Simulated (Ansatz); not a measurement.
Te₂Mo, space group P-3m1, a conversion between chain and input file

Computed with Ansatz's Python interface.

Input file `input.yaml`:
```yaml
crystal:
  lattice:
    - [3.560392, 0.0, 0.0]
    - [-1.780196, 3.08339, 0.0]
    - [0.0, 0.0, 24.811262]
  atoms:
    - { symbol: Te, position: [0.333333, 0.666667, 0.079371] }
    - { symbol: Te, position: [0.666667, 0.333333, 0.776361] }
    - { symbol: Te, position: [0.666667, 0.333333, 0.920629] }
    - { symbol: Te, position: [0.333333, 0.666667, 0.223639] }
    - { symbol: Mo, position: [0.333333, 0.666667, 0.848459] }
    - { symbol: Mo, position: [0.666667, 0.333333, 0.151541] }
kpoints:
  mp_grid: { grid: [8, 8, 1] }
hamiltonian:
  xc: pbesol
scf:
  occupations: { method: gaussian, width: 0.1 }
basis:
  ecutwfc: "19 Ha"
output:
  forces: true
  stress: true
md:
  timestep: 1.0
  n_steps: 500
  ensemble: nvt_langevin
  temperature: 300.0
```

The cells in order, each with its output:

```python
import ansatz

calculation = ansatz.Calculation.from_yaml("input.yaml")
print(calculation.to_python())
```

    (
        az.Lattice.of(((3.560392, 0.0, 0.0), (-1.780196, 3.08339, 0.0), (0.0, 0.0, 24.811262)))
        .atom("Te", (0.333333, 0.666667, 0.079371))
        .atom("Te", (0.666667, 0.333333, 0.776361))
        .atom("Te", (0.666667, 0.333333, 0.920629))
        .atom("Te", (0.333333, 0.666667, 0.223639))
        .atom("Mo", (0.333333, 0.666667, 0.848459))
        .atom("Mo", (0.666667, 0.333333, 0.151541))
        .calculation()
        .basis(cutoff=517.016338673772)
        .kpoints(8, 8, 1)
        .functional("pbesol")
        .occupations(method="gaussian", width=0.1)
        .md(timestep=1.0, steps=500, ensemble="nvt_langevin", temperature=300.0)
        .forces()
        .stress()
    )

The input is only written out: it wasn't run, and its settings aren't tested. The structure comes from a database and needn't be a stable phase.
